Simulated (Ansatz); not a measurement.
**How far is this GaP4 from the hull?**

Method: Ansatz 0.2.0, DFT PBE, scalar-relativistic, plane waves, PAW. All cells share a 420 eV cutoff and Γ-centred k meshes spaced at most about 0.3 Å⁻¹ (about 0.25 or finer for metals, 2π included). No spin polarisation.

Energies over the elements count from the elements' standard structures at the same level, with no fitted energy shifts. The references include black phosphorus.

All energies are static (0 K, no zero-point motion). In GaP4 Cmmm an odd number of electrons in the primitive cell allows no gap without spin; a larger cell or a magnetic state could open one. The reference form of P is held partly by dispersion forces, which this level lacks.

The competitors are the elements and 1 reference phase of this chemical system (from databases or known types: GaP), relaxed at the same level; other known phases may be missing.

The candidate was reached from: random cell.

```
CELL_PARAMETERS angstrom
2.45198 -2.55365 0.00000
2.45198 2.55365 0.00000
0.00000 0.00000 7.05849
ATOMIC_POSITIONS crystal
Ga 0.50000 0.50000 0.00000
P 0.77308 0.22692 0.66698
P 0.22692 0.77308 0.66698
P 0.22692 0.77308 0.33302
P 0.77308 0.22692 0.33302
```

Task: Is it stable, and against what?

Result: Not stable. Its formation energy is 0.200 eV/atom. The lowest competing mixture at this composition is this:

```csv
phase,space group,source,share of atoms,ΔE_f (eV/atom)
P,-,element,0.6000,-0.0005
GaP,F-43m (No. 216),Materials Project,0.4000,-0.432
```

The lowest database cell of P (-0.0005) lies slightly below the reference, hence the non-zero entry.

The mixture lies at -0.173 eV/atom, and the candidate lies 0.37 eV/atom above it. The candidate matches no cell in the subsets of the Crystallography Open Database and the Materials Project at hand. The margin is far too high for a likely synthesis. It holds P–P nets (shortest 2.32 Å).
